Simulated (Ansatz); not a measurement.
Input and command of a calculation in Ansatz (plane waves; scalar-relativistic PAW potentials unless the input names others):

```yaml
crystal:
  lattice:
    - [1.5765553979, 0.9102246834, 5.997373112]
    - [-1.5765553979, 0.9102246834, 5.997373112]
    - [0.0, -1.8204493668, 5.997373112]
  atoms:
    - { symbol: Mo, position: [1.86235e-05, 1.92331e-05, 1.29277e-05] }
    - { symbol: S, position: [0.7535431649, 0.7535411576, 0.7535469477] }
    - { symbol: S, position: [0.5797382115, 0.5797396092, 0.5797401245] }
basis:
  ecutwfc: 420
kpoints:
  mp_grid: { grid: [9, 9, 9] }
hamiltonian:
  xc: pbe
  dispersion: d3bj
scf:
  occupations: { method: gaussian, width: 0.05 }
  initial_density: { chi_scale: 0.0 }
  convergence: { dr2_threshold: 1.0e-05 }
output:
  forces: true
  eigenvalues: true
  stress: true
```

```bash
ansatz run input.yaml --threads 1 --pin off --max-ram 2560MiB --backend cpu --events-out ev --progress --plain --runs-dir out
```

Abridged log:
```
Warning: the atoms were moved onto the symmetric positions of the space group found under crystal.symmetry.tolerance 1.0e-5 (fractional; ...
Warning: scf.convergence.dr2_threshold = 1e-5 eV is looser than this run's default, which is 1e-7 eV or tighter. The error in the forces grows as the threshold's square root, so leave the key out unless less accurate forces are enough
Warning: output.stress: scf.convergence.dr2_threshold = 1e-5 eV is looser than the 3e-10 eV advised for a printed stress (1e-10 eV for each atom of the cell: 3). ...
Basis set: ecut = 420 eV, 999 PW (Γ), FFT grids on a1−a3, a2−a3, a3, exchange–correlation on 48×48×90 points (8 copies of the dense FFT grid, shifted against one another)
Bands: 17, of which v1, the nominal top of the filled ones, is band 13 counted from 1 (12 counted from 0)
Symmetry: 6 space group operations
k-points: 85 of 729 (time reversal used)
SCF iter   1: F=—  HF=-6765.450918 eV  |F-HF|=—  |Δ(HF+E_count)|=         —  Δρ=8.94e-2  dr2=6.26e0  ethr=3.10e-3  ⟨swp⟩=6.0  Hψ=8192  notcnv=0
SCF iter   2: F=—  HF=-6764.221107 eV  |F-HF|=—  |Δ(HF+E_count)|=    1.23e0  Δρ=3.58e-2  dr2=1.23e0  ethr=3.10e-3  ⟨swp⟩=2.4  Hψ=3527  notcnv=0
SCF iter   3: F=—  HF=-6764.075516 eV  |F-HF|=—  |Δ(HF+E_count)|=   1.46e-1  Δρ=9.85e-3  dr2=1.00e-1  ethr=3.10e-3  ⟨swp⟩=2.2  Hψ=2246  notcnv=0
SCF iter   4: F=—  HF=-6764.049942 eV  |F-HF|=—  |Δ(HF+E_count)|=   2.56e-2  Δρ=3.90e-3  dr2=3.17e-3  ethr=3.86e-4  ⟨swp⟩=2.1  Hψ=2877  notcnv=0
SCF iter   5: F=—  HF=-6764.050405 eV  |F-HF|=—  |Δ(HF+E_count)|=   4.64e-4  Δρ=6.85e-4  dr2=4.21e-4  ethr=1.22e-5  ⟨swp⟩=2.9  Hψ=2580  notcnv=0
SCF iter   6: F=-6764.050371 eV  HF=-6764.050375 eV  |F-HF|=4.32e-6  |Δ(HF+E_count)|=   3.01e-5  Δρ=1.15e-4  dr2=7.04e-6  ethr=3.85e-8  ⟨swp⟩=5.6  Hψ=7760  notcnv=0
SCF 1 converged in 6 iterations: F = -6764.050371 eV  dr2 = 7.04e-6
SCF converged after 6 iterations
Free energy (F): -6764.050371 eV
Harris-Foulkes:  -6764.050375 eV  (|F-HF|=4.32e-6)
Internal energy: -6764.050371 eV  (E = F + TS)
E sigma→0 (E₀):  -6764.050371 eV
Fermi energy:    12.060353 eV
  E_disp       = -1.320787  (pairwise vdW)
--- Forces (eV/Å), atoms counted from 1 ---
  atom   1  Mo     0.00000000     0.00000000     0.00032062
  atom   2  S      0.00000000     0.00000000    -0.00051103
  atom   3  S      0.00000000     0.00000000     0.00028004
--- Stress (GPa, compression-positive) ---
       -0.006664       0.000000       0.000000
        0.000000      -0.006664       0.000000
        0.000000       0.000000      -0.005298
  P = ⅓ Tr σ = -0.0062 GPa (-0.062 kbar)
```

Apart from outputs, empty bands and the relaxation, which only the reference makes, the input differs from a reference run on usual settings in scf.initial_density.chi_scale: not typed → 0.0; scf.convergence.dr2_threshold: not typed → 1e-05. The reference, at the same geometry, ended its own course with pressure 0.00 GPa, largest force 0.000 eV/Å, gap on the mesh 0.89 eV. This run converged in 6 SCF iterations with an energy at zero smearing within 0.01 meV/atom of the reference's, pressure -0.01 GPa, largest force 0.001 eV/Å, gap on the mesh 0.89 eV. Its SCF threshold is looser than usual, yet energy, pressure and forces hardly moved.

The run took 3.7 s on 1 thread of Intel(R) Xeon(R) 6975P-C (Granite Rapids), with other jobs on the host, peak memory 0.39 GiB.